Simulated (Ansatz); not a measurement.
KCl, DFT, LDA, all-electron PAW with datasets made for the crystal, scalar-relativistic (Ansatz 0.2.0), run on 1 thread of Arm Neoverse V1 on a shared host.

Structure: COD 9003114, as refined from experiment and not relaxed. The listed cell was then made from it by scaling, straining or moving an atom.

Command: `ansatz run input.yaml --threads 1 --pin off --max-ram 3072MiB --backend cpu --events-out ev --progress --plain --runs-dir out`

```yaml
crystal:
  lattice:
    - [0.0, 3.1455444028, 3.1455444028]
    - [3.1455444028, 0.0, 3.1455444028]
    - [3.1455444028, 3.1455444028, 0.0]
  atoms:
    - { symbol: K, position: [0.0, 0.0, 0.0] }
    - { symbol: Cl, position: [0.5, 0.5, 0.5] }
kpoints:
  mp_grid: { grid: [7, 7, 7] }
scf:
  occupations: { method: fermi_dirac, width: 0.03 }
hamiltonian:
  xc: lda
  pseudopotentials: { kind: all_electron, datasets: crystal }
output:
  forces: true
  stress: true
  eigenvalues: true
  efg: { contact_densities: true }
```

**Question.** How large is the problem that the program sets up?

**Answer.** 20 irreducible k-points, 459 plane waves at Γ, 12 bands.

**Question.** Estimate the wall time and the peak memory.

**Answer.** 3.1 s of wall time for 7 SCF iterations, with a peak of 0.34 GiB. Times on shared machines scatter by tens of per cent.
